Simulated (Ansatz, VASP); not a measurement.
# Cross-check of RbMnF3 between VASP and Ansatz, part 2 of 2

One calculation is typed for both programs; each brings its own data sets. How far apart do they land? The two relaxations start from unlike cells of this crystal (the structure described is Ansatz's start), so only their ends are compared.

VASP 6.6.1 and Ansatz 0.2.0.

So far: Starting point; Ansatz: relaxation of cell and atoms, LDA, DFT+U.

### Step 3. VASP: relaxation of cell and atoms, LDA, DFT+U

Level of this step: LDA, DFT+U (Mn d 1.9 eV), spin-polarised from an antiferromagnetic start; plane waves and PAW (Rb_sv, Mn_pv, F) (VASP).

Its own start cell and the same functional (in two slightly different forms), mesh and smearing now go to VASP, with its own data sets.

Lines of VASP's logs that name or quote its potential files are left out, and so is its time.

Contents of INCAR:

```
SYSTEM = RbMnF3
PREC = Accurate
ENCUT = 600
EDIFF = 1E-07
NELM = 200
ISMEAR = 0
SIGMA = 0.02
LREAL = .FALSE.
ALGO = Normal
GGA = CA
NBANDS = 58
ISPIN = 2
MAGMOM = -0 0 4.09 -4.09 0 0 -0 -0 0 0
LDAU = .TRUE.
LDAUTYPE = 2
LDAUL = -1 2 -1
LDAUU = 0 1.9 0
LDAUJ = 0 0 0
LDAUPRINT = 1
LASPH = .TRUE.
LMAXMIX = 4
LORBIT = 11
LWAVE = .FALSE.
LCHARG = .FALSE.
ISIF = 3
IBRION = 2
NSW = 80
EDIFFG = -0.005
GGA_COMPAT = .FALSE.
NELMIN = 4
KPAR = 2
```

Contents of POSCAR:

```
RbMnF3
1.0
    4.1337036547      0.0000000000      4.1337036547
    0.0000000000      4.1337036547      4.1337036547
    0.0000000000      0.0000000000      8.2674073093
Rb Mn F
2 2 6
Direct
    0.0000000000      0.0000000000      0.0000000000
    0.0000000000      0.0000000000      0.5000000000
    0.5000000000      0.5000000000      0.7500000000
    0.5000000000      0.5000000000      0.2500000000
    0.5000000000      0.0000000000      0.0000000000
    0.5000000000      0.5000000000      0.5000000000
    0.0000000000      0.5000000000      0.0000000000
    0.5000000000      0.0000000000      0.5000000000
    0.5000000000      0.5000000000      0.0000000000
    0.0000000000      0.5000000000      0.5000000000
```

Contents of KPOINTS:

```
Automatic mesh
0
Gamma
6 6 6
0 0 0
```

The projector-augmented-wave data sets are Rb_sv, Mn_pv and F (LDA family, release 64).

Command:

```console
$ mpirun -np 2 vasp_std
```

Numbers of over 12 decimals in the logs are rounded to 6 here.

Log:

```text
[banner, memory and clock lines left out]
running    2 mpi-ranks, on    1 nodes
 distrk:  each k-point on    1 cores,    2 groups
 distr:  one band on    1 cores,    1 groups

 POSCAR found type information on POSCAR RbMnF
 POSCAR found :  3 types and      10 ions
 LDA part: xc-table for (Slater(with rela. corr.)+CA(PZ))
 , standard interpolation
 POSCAR, INCAR and KPOINTS ok, starting setup
 FFT: planning ... GRIDC
 FFT: planning ... GRID_SOFT
 FFT: planning ... GRID
 WAVECAR not read
 entering main loop
       N       E                     dE             d eps       ncg     rms          rms(c)
DAV:   1     0.104995072188E+04    0.10500E+04   -0.50601E+04  3712   0.176E+03
DAV:   2     0.399612578558E+02   -0.10100E+04   -0.95011E+03  3938   0.475E+02
DAV:   3    -0.600252288458E+02   -0.99986E+02   -0.98790E+02  4196   0.161E+02
DAV:   4    -0.634804899435E+02   -0.34553E+01   -0.34410E+01  5070   0.269E+01
DAV:   5    -0.635793461141E+02   -0.98856E-01   -0.98804E-01  5304   0.405E+00    0.248E+01
DAV:   6    -0.595066085276E+02    0.40727E+01   -0.25540E+01  4528   0.315E+01    0.191E+01
DAV:   7    -0.599238934300E+02   -0.41728E+00   -0.27032E+00  4062   0.962E+00    0.124E+01
DAV:   8    -0.596163301062E+02    0.30756E+00   -0.45664E-01  4416   0.389E+00    0.611E+00
DAV:   9    -0.599547821202E+02   -0.33845E+00   -0.79952E-02  4706   0.198E+00    0.825E-01
DAV:  10    -0.599623941347E+02   -0.76120E-02   -0.20938E-02  4672   0.822E-01    0.169E-01
DAV:  11    -0.599627105149E+02   -0.31638E-03   -0.16929E-03  4668   0.221E-01    0.969E-02
DAV:  12    -0.599628548839E+02   -0.14437E-03   -0.17175E-04  4960   0.739E-02    0.433E-02
DAV:  13    -0.599629701990E+02   -0.11532E-03   -0.30113E-05  4552   0.373E-02    0.169E-02
DAV:  14    -0.599629728332E+02   -0.26342E-05   -0.35443E-06  4568   0.114E-02    0.947E-03
DAV:  15    -0.599629727650E+02    0.68198E-07   -0.67777E-07  4944   0.394E-03
   1 F= -.59962973E+02 E0= -.59962973E+02  d E =-.599630E+02  mag=     0.0000
 curvature:   0.00 expect dE= 0.000E+00 dE for cont linesearch  0.000E+00
 trial: gam= 0.00000 g(F)=  0.333E-57 g(S)=  0.583E-04 ort = 0.000E+00 (trialstep = 0.100E+01)
 search vector abs. value=  0.583E-04
 bond charge predicted
       N       E                     dE             d eps       ncg     rms          rms(c)
DAV:   1    -0.599637909481E+02   -0.81811E-03   -0.15706E-02  4204   0.782E-01    0.234E-01
DAV:   2    -0.599630470373E+02    0.74391E-03   -0.25318E-03  4196   0.260E-01    0.126E-01
DAV:   3    -0.599630167763E+02    0.30261E-04   -0.15598E-04  4176   0.900E-02    0.509E-02
DAV:   4    -0.599630044591E+02    0.12317E-04   -0.24062E-05  4824   0.209E-02    0.305E-02
DAV:   5    -0.599630009710E+02    0.34881E-05   -0.73449E-06  5486   0.123E-02    0.119E-02
DAV:   6    -0.599630009628E+02    0.81272E-08   -0.36370E-07  4472   0.417E-03
   2 F= -.59963001E+02 E0= -.59963001E+02  d E =-.281978E-04  mag=    -0.0000
 trial-energy change:   -0.000028  1 .order   -0.000024   -0.000058    0.000011
 step:   0.8845(harm=  0.8457)  dis= 0.00000  next Energy=   -59.963002 (dE=-0.288E-04)
 reached required accuracy - stopping structural energy minimisation
```

From OUTCAR (step 3):

```text
ion  position               nearest neighbor table
   1  0.000  0.000  0.000-   8 2.92  10 2.92  10 2.92   8 2.92   7 2.92   7 2.92   9 2.92   6 2.92
                             5 2.92   5 2.92   9 2.92   6 2.92   3 3.58   4 3.58   3 3.58   3 3.58
   2  0.000  0.000  0.500-   5 2.92   7 2.92   7 2.92   5 2.92   9 2.92   6 2.92   8 2.92  10 2.92
                            10 2.92   6 2.92   8 2.92   9 2.92   4 3.58   3 3.58   3 3.58   3 3.58
   3  0.500  0.500  0.750-   6 2.07   9 2.07   8 2.07  10 2.07   5 2.07   7 2.07   1 3.58   2 3.58
                             1 3.58   2 3.58   2 3.58   1 3.58   2 3.58   1 3.58
   4  0.500  0.500  0.250-   6 2.07   9 2.07   7 2.07   5 2.07   8 2.07  10 2.07   2 3.58   1 3.58
                             1 3.58   2 3.58   2 3.58   1 3.58   1 3.58   2 3.58
   5  0.500  0.000  0.000-   3 2.07   4 2.07   2 2.92   2 2.92   1 2.92   1 2.92
   6  0.500  0.500  0.500-   3 2.07   4 2.07   1 2.92   2 2.92   2 2.92   1 2.92
   7  0.000  0.500  0.000-   3 2.07   4 2.07   2 2.92   2 2.92   1 2.92   1 2.92
   8  0.500  0.000  0.500-   4 2.07   3 2.07   1 2.92   1 2.92   2 2.92   2 2.92
   9  0.500  0.500  0.000-   3 2.07   4 2.07   2 2.92   1 2.92   1 2.92   2 2.92
  10  0.000  0.500  0.500-   4 2.07   3 2.07   1 2.92   1 2.92   2 2.92   2 2.92

  LATTYP: Found a face centered cubic cell.
 ALAT       =     8.2674073094

 Subroutine GETGRP returns: Found 48 space group operations
 (whereof 48 operations were pure point group operations)

The static configuration has the point symmetry O_h .

 Found     16 irreducible k-points:

   k-points           NKPTS =     16   k-points in BZ     NKDIM =     16   number of bands    NBANDS=     58

   dimension x,y,z NGX =    48 NGY =   48 NGZ =   70
   dimension x,y,z NGXF=    96 NGYF=   96 NGZF=  140

   ENCUT  =  600.0 eV  44.10 Ry    6.64 a.u.  11.68 11.68 16.51*2*pi/ulx,y,z

   NELECT =      86.0000    total number of electrons

 k-points in reciprocal lattice and weights: Automatic mesh
   0.00000000  0.00000000  0.00000000       0.005
   0.16666667  0.00000000  0.00000000       0.028
   0.33333333  0.00000000  0.00000000       0.028
   0.50000000  0.00000000  0.00000000       0.014
   0.16666667  0.16666667  0.00000000       0.056
   0.33333333  0.16666667  0.00000000       0.111
   0.50000000  0.16666667  0.00000000       0.056
   0.33333333  0.33333333  0.00000000       0.056
   0.00000000  0.00000000  0.16666667       0.037
[...]
0.50000000  0.00000000  0.33333333       0.111
   0.00000000  0.00000000  0.50000000       0.019

atom =   3  type =  2  l = 2

 onsite density matrix

spin component  1

  0.9365  0.0000 -0.0000  0.0000  0.0000
  0.0000  0.9365  0.0000  0.0000 -0.0000
 -0.0000  0.0000  0.9791  0.0000 -0.0000
  0.0000  0.0000  0.0000  0.9365  0.0000
  0.0000 -0.0000 -0.0000  0.0000  0.9791

spin component  2

  0.0252  0.0000 -0.0000  0.0000  0.0000
  0.0000  0.0252 -0.0000 -0.0000 -0.0000
 -0.0000 -0.0000  0.0958 -0.0000  0.0000
  0.0000 -0.0000 -0.0000  0.0252  0.0000
  0.0000 -0.0000  0.0000  0.0000  0.0958

 occupancies and eigenvectors

  o =  0.0252  v =  0.0000  0.0000  0.0000  0.0000  0.0000  0.4602 -0.6300 -0.0000 -0.6256 -0.0000      0.0000  0.0000  0.0000  0.0000  0.0000  0.0000  0.0000  0.0000  0.0000  0.0000
  o =  0.0252  v =  0.0000  0.0000  0.0000  0.0000  0.0000 -0.0018 -0.7053  0.0000  0.7089 -0.0000      0.0000  0.0000  0.0000  0.0000  0.0000  0.0000  0.0000  0.0000  0.0000  0.0000
  o =  0.0252  v =  0.0000  0.0000  0.0000  0.0000  0.0000  0.8878  0.3251  0.0000  0.3257 -0.0000      0.0000  0.0000  0.0000  0.0000  0.0000  0.0000  0.0000  0.0000  0.0000  0.0000
  o =  0.0958  v =  0.0000  0.0000  0.0000  0.0000  0.0000  0.0000  0.0000 -1.0000  0.0000  0.0001      0.0000  0.0000  0.0000  0.0000  0.0000  0.0000  0.0000  0.0000  0.0000  0.0000
  o =  0.0958  v =  0.0000  0.0000  0.0000  0.0000  0.0000 -0.0000  0.0000 -0.0001 -0.0000 -1.0000      0.0000  0.0000  0.0000  0.0000  0.0000  0.0000  0.0000  0.0000  0.0000  0.0000
  o =  0.9365  v =  0.4597 -0.6280  0.0000 -0.6279 -0.0000  0.0000  0.0000  0.0000  0.0000  0.0000      0.0000  0.0000  0.0000  0.0000  0.0000  0.0000  0.0000  0.0000  0.0000  0.0000
  o =  0.9365  v = -0.0000 -0.7071 -0.0000  0.7071 -0.0000  0.0000  0.0000  0.0000  0.0000  0.0000      0.0000  0.0000  0.0000  0.0000  0.0000  0.0000  0.0000  0.0000  0.0000  0.0000
  o =  0.9365  v =  0.8881  0.3251 -0.0000  0.3251 -0.0000  0.0000  0.0000  0.0000  0.0000  0.0000      0.0000  0.0000  0.0000  0.0000  0.0000  0.0000  0.0000  0.0000  0.0000  0.0000
  o =  0.9791  v = -0.0000  0.0000  1.0000  0.0000  0.0000  0.0000  0.0000  0.0000  0.0000  0.0000      0.0000  0.0000  0.0000  0.0000  0.0000  0.0000  0.0000  0.0000  0.0000  0.0000
[...]
o =  0.9365  v =  0.0000  0.0000  0.0000  0.0000  0.0000  0.4597 -0.6279  0.0000 -0.6280  0.0000      0.0000  0.0000  0.0000  0.0000  0.0000  0.0000  0.0000  0.0000  0.0000  0.0000
  o =  0.9365  v =  0.0000  0.0000  0.0000  0.0000  0.0000  0.0000 -0.7071  0.0000  0.7071 -0.0000      0.0000  0.0000  0.0000  0.0000  0.0000  0.0000  0.0000  0.0000  0.0000  0.0000
  o =  0.9365  v =  0.0000  0.0000  0.0000  0.0000  0.0000  0.8881  0.3251 -0.0000  0.3251  0.0000      0.0000  0.0000  0.0000  0.0000  0.0000  0.0000  0.0000  0.0000  0.0000  0.0000
  o =  0.9791  v =  0.0000  0.0000  0.0000  0.0000  0.0000 -0.0000  0.0000  1.0000  0.0000  0.0000      0.0000  0.0000  0.0000  0.0000  0.0000  0.0000  0.0000  0.0000  0.0000  0.0000
  o =  0.9791  v =  0.0000  0.0000  0.0000  0.0000  0.0000  0.0000 -0.0000 -0.0000  0.0000  1.0000      0.0000  0.0000  0.0000  0.0000  0.0000  0.0000  0.0000  0.0000  0.0000  0.0000

 average (electrostatic) potential at core
       1 -34.5359       2 -34.5359       3 -71.5879       4 -71.5879       5 -76.9643
       6 -76.9643       7 -76.9643       8 -76.9643       9 -76.9643      10 -76.9643

 E-fermi :   2.1527

 spin component 1
 k-point     1 :       0.0000    0.0000    0.0000
  band No.  band energies     occupation
    ...
     39       0.6240      1.00000
     40       0.6240      1.00000
     41       0.6240      1.00000
     42       1.8941      1.00000
     43       1.8941      1.00000
     44       5.1644      0.00000
     45       5.8334      0.00000
     46       5.8334      0.00000
     47       5.8334      0.00000
     48       7.2060      0.00000
    ...

 k-point     2 :       0.1667    0.0000    0.0000
  band No.  band energies     occupation
    ...
     39       0.6204      1.00000
     40       0.6889      1.00000
     41       0.6889      1.00000
     42       1.8953      1.00000
     43       1.9514      1.00000
     44       5.6602      0.00000
     45       5.8312      0.00000
     46       5.8312      0.00000
     47       5.8444      0.00000
     48       7.0126      0.00000
    ...

 k-point     3 :       0.3333    0.0000    0.0000
  band No.  band energies     occupation
    ...
     39       0.6144      1.00000
     40       0.7915      1.00000
     41       0.7915      1.00000
     42       1.8472      1.00000
     43       1.8976      1.00000
     44       5.8672      0.00000
     45       5.8709      0.00000
     46       5.8709      0.00000
     47       6.4037      0.00000
     48       7.1638      0.00000
    ...

 k-point     4 :       0.5000    0.0000    0.0000
  band No.  band energies     occupation
    ...
     39       0.6118      1.00000
     40       0.8317      1.00000
     41       0.8317      1.00000
     42       1.6963      1.00000
     43       1.8987      1.00000
     44       5.8788      0.00000
     45       5.9077      0.00000
     46       5.9077      0.00000
     47       6.3906      0.00000
     48       7.2737      0.00000
    ...

 k-point     5 :       0.1667    0.1667    0.0000
  band No.  band energies     occupation
    ...
     39       0.6758      1.00000
     40       0.6948      1.00000
     41       0.7156      1.00000
     42       1.9173      1.00000
     43       2.0086      1.00000
     44       5.8228      0.00000
     45       5.8360      0.00000
     46       5.8508      0.00000
     47       6.0947      0.00000
     48       7.0167      0.00000
    ...

 k-point     6 :       0.3333    0.1667    0.0000
  band No.  band energies     occupation
    ...
     39       0.6781      1.00000
     40       0.7640      1.00000
     41       0.7905      1.00000
     42       1.8623      1.00000
     43       1.9898      1.00000
     44       5.8541      0.00000
     45       5.8644      0.00000
     46       5.8770      0.00000
     47       6.5985      0.00000
     48       7.1225      0.00000
    ...

  Total       -0.0115827     -0.0115827     -0.0115827      0.0000000     -0.0000000     -0.0000000
  in kB       -0.1312421     -0.1312421     -0.1312421      0.0000000     -0.0000000     -0.0000000
  external PRESSURE =      -0.1312421 kB  Pullay stress =       0.0000000 kB

  energy-cutoff  :      600.00
  volume of cell :      141.40
      direct lattice vectors                 reciprocal lattice vectors
     4.134969314  0.000000000  4.134969314     0.241839763  0.000000000 -0.000000000
     0.000000000  4.134969314  4.134969314    -0.000000000  0.241839763 -0.000000000
     0.000000000  0.000000000  8.269938628    -0.120919882 -0.120919882  0.120919882

 POSITION                                       TOTAL-FORCE (eV/Angst)
 -----------------------------------------------------------------------------------
      0.00000      4.13497     12.40491        -0.000000     -0.000000      0.000000
      0.00000      4.13497      8.26994        -0.000000     -0.000000      0.000000
      2.06748      2.06748     10.33742        -0.000000     -0.000000      0.000000
      2.06748      2.06748      6.20245        -0.000000     -0.000000      0.000000
      2.06748      0.00000      2.06748        -0.000000     -0.000000     -0.000000
      2.06748      2.06748      8.26994        -0.000000      0.000000      0.000000
      4.13497      2.06748      6.20245        -0.000000      0.000000      0.000000
      2.06748      0.00000      6.20245         0.000000     -0.000000     -0.000000
      2.06748      2.06748     12.40491         0.000000     -0.000000     -0.000000
      4.13497      2.06748     10.33742         0.000000     -0.000000     -0.000000
 -----------------------------------------------------------------------------------
    total drift:                                0.000000     -0.000000      0.000000

  FREE ENERGIE OF THE ION-ELECTRON SYSTEM (eV)
  ---------------------------------------------------
  free  energy   TOTEN  =       -59.9630009628 eV

  energy  without entropy=      -59.9630009628  energy(sigma->0) =      -59.96300096

 reached required accuracy - stopping structural energy minimisation

 total charge
# of ion       s       p       d       tot
------------------------------------------
    1        1.938   5.344   0.028   7.310
    2        1.938   5.344   0.028   7.310
    3        0.190   6.183   5.013  11.386
    4        0.190   6.183   5.013  11.386
    5        1.721   4.351   0.000   6.072
    6        1.721   4.351   0.000   6.072
    7        1.721   4.351   0.000   6.072
    8        1.721   4.351   0.000   6.072
    9        1.721   4.351   0.000   6.072
   10        1.721   4.351   0.000   6.072
--------------------------------------------------
tot         14.581  49.159  10.082  73.822

 magnetization (x)
# of ion       s       p       d       tot
------------------------------------------
    1        0.000   0.000   0.000   0.000
    2        0.000   0.000   0.000   0.000
    3        0.009   0.011   4.492   4.511
    4       -0.009  -0.011  -4.492  -4.511
    5        0.000   0.000   0.000   0.000
    6        0.000   0.000   0.000   0.000
    7        0.000   0.000   0.000   0.000
    8        0.000   0.000   0.000   0.000
    9        0.000   0.000   0.000   0.000
   10        0.000   0.000   0.000   0.000
--------------------------------------------------
tot          0.000   0.000   0.000   0.000

[... 1 further part left out ...]
```

The magnetic state follows from one typed start and may not be the lowest. The gap is read on the k-mesh alone, so it is an upper bound where the band edges lie off the mesh.

### Step 4. Comparison

Known differences besides the potentials themselves: VASP starts from the moments at which Ansatz ended; U acts on the PAW sphere in VASP and on atomic orbitals in Ansatz, so only states and trends compare; the two LDA forms differ slightly; the data sets hold 90 valence electrons in Ansatz (on its default PAW (the set named soft_2) files) and 86 in VASP; the cutoff is 420 eV in Ansatz and 600 eV in VASP; VASP's log shows a relativistic correction to its local exchange, Ansatz's none; Ansatz adds a Pulay correction to the stress that steers its cell, VASP none; site moments are counted in spheres of each program's own size. Total energies have different zeros and are not compared.

Both answers:

```tsv
quantity	Ansatz	VASP	difference
volume (Å³)	142.11	141.40	+0.50 %
edge a after relaxation, in the typed setting (Å)	5.857	5.848	+0.17 %
edge c after relaxation, in the typed setting (Å)	8.284	8.270	+0.17 %
moment on Mn4 (μB)	-4.09	-4.51	+0.42
moment on Mn3 (μB)	4.09	4.51	-0.42
```

### Step 5. Summary of results

```yaml
difference_in_volume_relaxation_of_cell_and_atoms_lda_dft_u: 0.50 %
```

The difference in volume is 0.50 % (relaxation of cell and atoms, LDA, DFT+U). The data sets hold unlike numbers of valence electrons (90 in Ansatz and 86 in VASP), so part of the differences comes from the potentials. How closely two codes agree says nothing of how well the functional describes the real material.

[Lines on the potential files, build, host, timing and source positions are cut from VASP's logs without a mark.]

[Logs are printed without paths, hosts, clocks, repeated set-up lines and the standing remarks that a program may print on its own settings, such as how far it seeks lower states.]

[Hosts, paths, dates, database ids (printed as entryN), source tags and the programs' standing remarks are cut or masked in the printed files.]
